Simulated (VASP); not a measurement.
## BaS (strained CsCl), PBE single-point calculation: VASP's output and Ansatz's

POSCAR

```
Ba S
 1.0000000000000000
     3.8337582615999999    0.0000000000000000    0.0000000000000000
     0.0000000000000000    3.8337582615999999    0.0000000000000000
     0.0000000000000000    0.0000000000000000    3.8506267980000000
 Ba  S
   1   1
Cartesian
  0.0000000000000000  0.0000000000000000  0.0000000000000000
  1.9168791307999999  1.9168791307999999  1.9253133990000000
```

VASP ran with the recommended PBE PAW datasets (16 valence electrons in the cell).

From OUTCAR

```
k-points           NKPTS =     40   k-points in BZ     NKDIM =     40   number of bands    NBANDS=     15

   NELECT =      16.0000    total number of electrons

   dimension x,y,z NGX =    30 NGY =   30 NGZ =   30
   dimension x,y,z NGXF=    60 NGYF=   60 NGZF=   60

  energy-cutoff  :      520.00
  volume of cell :       56.60
      direct lattice vectors                 reciprocal lattice vectors
     3.833758262  0.000000000  0.000000000     0.260840651  0.000000000  0.000000000
     0.000000000  3.833758262  0.000000000     0.000000000  0.260840651  0.000000000
     0.000000000  0.000000000  3.850626798     0.000000000  0.000000000  0.259697980

 k-points in reciprocal lattice and weights: KPOINTS created by Atomic Simulation Env
   0.00000000  0.00000000  0.00000000       0.005
   0.16666667  0.00000000  0.00000000       0.019
   0.33333333  0.00000000  0.00000000       0.019
   0.50000000  0.00000000  0.00000000       0.009
   0.16666667  0.16666667  0.00000000       0.019
   0.33333333  0.16666667  0.00000000       0.037
   0.50000000  0.16666667  0.00000000       0.019
   0.33333333  0.33333333  0.00000000       0.019
   ...

 E-fermi :   3.4027

 k-point     1 :       0.0000    0.0000    0.0000
  band No.  band energies     occupation
      1     -24.1514      2.00000
      2      -8.9593      2.00000
      3      -8.9490      2.00000
      4      -8.9490      2.00000
      5      -8.0549      2.00000
      6       2.8727      2.00000
      7       2.9041      2.00000
      8       2.9041      2.00000
      9       4.4472      0.00000
     10       4.4497      0.00000
     11       6.8231      0.00000
     12       9.5237      0.00000
     13       9.5237      0.00000
     14       9.5634      0.00000
     15      13.8726      0.00000

 k-point     2 :       0.1667    0.0000    0.0000
  band No.  band energies     occupation
      1     -24.1290      2.00000
      2      -9.4764      2.00000
      3      -8.9292      2.00000
      4      -8.9193      2.00000
      5      -7.6099      2.00000
      6       1.8947      2.00000
      7       2.7162      2.00000
      8       2.7518      2.00000
      9       4.6446      0.00000
     10       5.4774      0.00000
     11       7.7706      0.00000
     12       9.5249      0.00000
     13       9.5543      0.00000
     14       9.6814      0.00000
     15      12.2680      0.00000

 k-point     3 :       0.3333    0.0000    0.0000
  band No.  band energies     occupation
      1     -24.0836      2.00000
      2     -10.1276      2.00000
      3      -8.8677      2.00000
      4      -8.8585      2.00000
      5      -7.0790      2.00000
      6       0.6227      2.00000
      7       2.4034      2.00000
      8       2.4464      2.00000
      9       5.1382      0.00000
     10       7.6194      0.00000
     11       9.3144      0.00000
     12       9.7346      0.00000
     13       9.7426      0.00000
     14      10.0546      0.00000
     15      10.3394      0.00000

 k-point     4 :       0.5000    0.0000    0.0000
  band No.  band energies     occupation
      1     -24.0605      2.00000
      2     -10.3871      2.00000
      3      -8.8363      2.00000
      4      -8.8274      2.00000
      5      -6.8556      2.00000
      6       0.1050      2.00000
      7       2.2480      2.00000
      8       2.2942      2.00000
      9       5.4751      0.00000
     10       9.0783      0.00000
     11       9.4995      0.00000
     12       9.9810      0.00000
     13       9.9886      0.00000
     14      10.2704      0.00000
     15      10.2847      0.00000

 k-point     5 :       0.1667    0.1667    0.0000
  band No.  band energies     occupation
      1     -24.1070      2.00000
      2      -9.5541      2.00000
      3      -9.1724      2.00000
      4      -8.9007      2.00000
      5      -7.3821      2.00000
      6       1.6480      2.00000
      7       2.3136      2.00000
      8       2.6498      2.00000
      9       5.2073      0.00000
     10       6.0144      0.00000
     11       7.7671      0.00000
     12       8.7786      0.00000
     13       9.9652      0.00000
     14      10.3199      0.00000
     15      12.6789      0.00000

 k-point     6 :       0.3333    0.1667    0.0000
  band No.  band energies     occupation
      1     -24.0624      2.00000
      2     -10.0259      2.00000
      3      -9.1501      2.00000
      4      -8.8424      2.00000
      5      -7.1111      2.00000
      6       0.8282      2.00000
      7       2.1382      2.00000
      8       2.4908      2.00000
      9       5.6304      0.00000
     10       7.8433      0.00000
     11       7.9170      0.00000
     12       8.5687      0.00000
     13      10.0132      0.00000
     14      10.7323      0.00000
     15      11.4361      0.00000

 ...

  Total        0.4075900      0.4075900      0.2354384      0.0000000     -0.0000000     -0.0000000
  in kB       11.5386016     11.5386016      6.6651055      0.0000000     -0.0000000     -0.0000000
  external PRESSURE =       9.9141029 kB  Pullay stress =       0.0000000 kB

 POSITION                                       TOTAL-FORCE (eV/Angst)
 -----------------------------------------------------------------------------------
      0.00000      0.00000      0.00000         0.000000      0.000000      0.000000
      1.91688      1.91688      1.92531         0.000000      0.000000      0.000000
 -----------------------------------------------------------------------------------
    total drift:                                0.000000     -0.000000     -0.000000

  FREE ENERGIE OF THE ION-ELECTRON SYSTEM (eV)
  ---------------------------------------------------
  free  energy   TOTEN  =        -9.7488183223 eV

  energy  without entropy=       -9.7488183223  energy(sigma->0) =       -9.74881832
```

Datasets and cutoffs are each program's own. VASP's cell holds 16 valence electrons and Ansatz's 16. Ansatz's stress includes a Pulay correction; VASP's doesn't.

Task: What does Ansatz give for the same cell and level of theory?

Result: gap between bands v and c 1.56 eV; least direct gap 1.63 eV; pressure 0.1 GPa.

Ansatz printed

```
SCF 1 converged in 6 iterations: F = -6855.442516 eV  dr2 = 3.09e-8
  greatest PAW one-centre occupation: 0.955 electrons in one spin orbital (limit 2), on the Ba atom at site 0 (counted from 0), in its partial waves of l = 0
NSCF: frozen V_eff on 4 k-points
SCF converged after 6 iterations
Free energy (F): -6855.442516 eV
Harris-Foulkes:  -6855.442516 eV  (|F-HF|=2.30e-8)
Internal energy: -6855.442516 eV  (E = F + TS)
E sigma→0 (E₀):  -6855.442516 eV
Fermi energy:    8.779615 eV
--- Per-component energies (eV) ---
  E_band       = -27.372545
  E_kinetic    = 276.379387
  E_local      = -316.977984  (includes V_loc(G=0)·N_el)
  E_nonlocal   = 85.148273
  E_hartree    = 97.003200
  E_xc         = -266.826240
  E_vxc        = -225.240766  (∫ρ·V_xc dr)
  E_paw        = -5826.098145  (= ΣΔE_a)
  E_vpaw       = -40.686681  (= ΣTr[D̂ρ^β])
  E_aug_tail   = -0.000000  (compensation charges beyond the density's cutoff)
  E_ewald      = -904.071005
  E_smearing   = -0.000000  (= −TS)
  E_closure    = 0.000000  (closes the sum)
  Σ components = -6855.442516   (vs F -6855.442516, Δ=0.00e0)
--- Forces (eV/Å), atoms counted from 1 ---
  atom   1  Ba    -0.00000000    -0.00000000     0.00000000
  atom   2  S      0.00000000     0.00000000     0.00000000
  max |Σ_I F_I| component: 5.62e-30 eV/Å
--- Stress (GPa, compression-positive) ---
        0.232377       0.000000       0.000000
        0.000000       0.232377       0.000000
        0.000000       0.000000      -0.250458
  P = ⅓ Tr σ = 0.0714 GPa (0.714 kbar)
--- Band table (eV; the first three rows and the last of 40) ---
  k-point 0: bands = ["-19.0031", "-3.8178", "-3.8070", "-3.8070", "-2.9926", "7.8910", "7.9223", "7.9223", "9.5564", "9.5595", "11.9133", "14.6276"]
  k-point 1: bands = ["-18.9816", "-4.3540", "-3.7778", "-3.7778", "-2.5330", "6.9268", "7.7804", "7.7804", "9.7475", "10.5209", "12.8489", "14.5201"]
  k-point 2: bands = ["-18.9380", "-4.9995", "-3.7182", "-3.7182", "-2.0001", "5.6880", "7.4953", "7.4953", "10.2274", "12.5568", "14.2484", "14.4008"]
  k-point 39: bands = ["-18.7515", "-4.4391", "-4.4391", "-4.4141", "-2.2147", "5.3149", "5.3172", "5.3172", "15.3730", "15.4074", "15.4117", "15.4117"]
```
